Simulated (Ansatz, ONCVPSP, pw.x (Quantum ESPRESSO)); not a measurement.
# pw.x on fcc Hf: one setting changed

Potential: optimised norm-conserving Vanderbilt (ONCV), ONCVPSP 4.0.1.1 (patched build), PBE; core [Xe] 4f14, reference 5d2 6s2; waves: 6s: rc 3.20 bohr, ncon 4, nbas 7, qcut 2.4 1/bohr, 3 projectors, debl 2.4 Ha; p scattering state at 0.45 Ha: rc 3.30 bohr, ncon 5, nbas 8, qcut 2.3 1/bohr, 3 projectors, debl 3.5 Ha; 5d: rc 1.85 bohr, ncon 4, nbas 7, qcut 5.5 1/bohr, 2 projectors, debl 2.7 Ha; local part: polynomial inside 1.80 bohr (lpopt 5, dvloc0 6 Ha); core correction: none. In the p channel the program set the typed energies aside and used 0.050, 3.550, 7.050 Ha.

The reference run (k-mesh 13³, cutoffs 35/140 Ry, Fermi–Dirac 0.01 Ry, mixing_beta 0.4, conv_thr 1e-9, no spin) gives 0.09 GPa at 22.681 Å³/atom, where all-electron LAPW gives -0.23 GPa. This run, with its own iteration cap, changes ecutrho/ecutwfc to 6.

```
&control
  calculation='scf', prefix='x', pseudo_dir='./', outdir='./tmp', tstress=.true., disk_io='none'
/
&system
  ibrav=0, nat=1, ntyp=1, ecutwfc=35, ecutrho=210, nbnd=9,
  occupations='smearing', smearing='fd', degauss=0.01
/
&electrons
  conv_thr=1e-09, mixing_beta=0.4, electron_maxstep=50
/
ATOMIC_SPECIES
Hf 1.0 Hf.UPF
CELL_PARAMETERS angstrom
  0.00000000 2.24669474 2.24669474
  2.24669474 0.00000000 2.24669474
  2.24669474 2.24669474 0.00000000
ATOMIC_POSITIONS crystal
Hf 0.0000 0.0000 0.0000
K_POINTS automatic
13 13 13 0 0 0
```

```bash
pw.x < Hf.scf.in > Hf.scf.out
```

**Question.** How does the run end?

**Answer.** It converges in 7 iterations; the free energy moves by +0.0 meV/atom and the pressure by +0.00 GPa. The result is that of the reference run.

```
Message from routine setup:
     no reason to have ecutrho>4*ecutwfc
     Message from routine setup:
     using ibrav=0 with symmetry is DISCOURAGED, use correct ibrav instead
     lattice parameter (alat)  =       6.0042  a.u.
     unit-cell volume          =     153.0590 (a.u.)^3
     number of electrons       =         4.00
     number of Kohn-Sham states=            9
     kinetic-energy cutoff     =      35.0000  Ry
     charge density cutoff     =     210.0000  Ry
     scf convergence threshold =      1.0E-09
     Exchange-correlation= PBE
     number of k points=    84  Fermi-Dirac smearing, width (Ry)=  0.0100
     iteration #  1     ecut=    35.00 Ry     beta= 0.40
     total energy              =      -6.05412400 Ry
     estimated scf accuracy    <       0.01495870 Ry
     iteration #  2     ecut=    35.00 Ry     beta= 0.40
     total energy              =      -6.05319661 Ry
     estimated scf accuracy    <       0.00421046 Ry
     iteration #  3     ecut=    35.00 Ry     beta= 0.40
     total energy              =      -6.05358323 Ry
     estimated scf accuracy    <       0.00004608 Ry
     iteration #  4     ecut=    35.00 Ry     beta= 0.40
     c_bands:  1 eigenvalues not converged
     c_bands:  1 eigenvalues not converged
     c_bands:  1 eigenvalues not converged
     [... 1 repeated lines left out ...]
     total energy              =      -6.05360311 Ry
     estimated scf accuracy    <       0.00001050 Ry
     iteration #  5     ecut=    35.00 Ry     beta= 0.40
     total energy              =      -6.05360502 Ry
     estimated scf accuracy    <       0.00000131 Ry
     iteration #  6     ecut=    35.00 Ry     beta= 0.40
     total energy              =      -6.05360516 Ry
     estimated scf accuracy    <       0.00000011 Ry
     iteration #  7     ecut=    35.00 Ry     beta= 0.40
     the Fermi energy is     8.6281 ev
!    total energy              =      -6.05360519 Ry
     estimated scf accuracy    <          6.7E-10 Ry
     smearing contrib. (-TS)   =      -0.00658541 Ry
     The total energy is F=E-TS. E is the sum of the following terms:
     one-electron contribution =       4.70252353 Ry
     hartree contribution      =       0.00988854 Ry
     xc contribution           =      -2.12023583 Ry
     ewald contribution        =      -8.63919602 Ry
     convergence has been achieved in   7 iterations
          total   stress  (Ry/bohr**3)                   (kbar)     P=        0.87
     Message from routine punch:
     Nothing written, as per user request (disk_io='none')
```

The run took about 9.7 s on one core of a shared host (Neoverse-N1, 64 threads, 124 GiB, load 61).
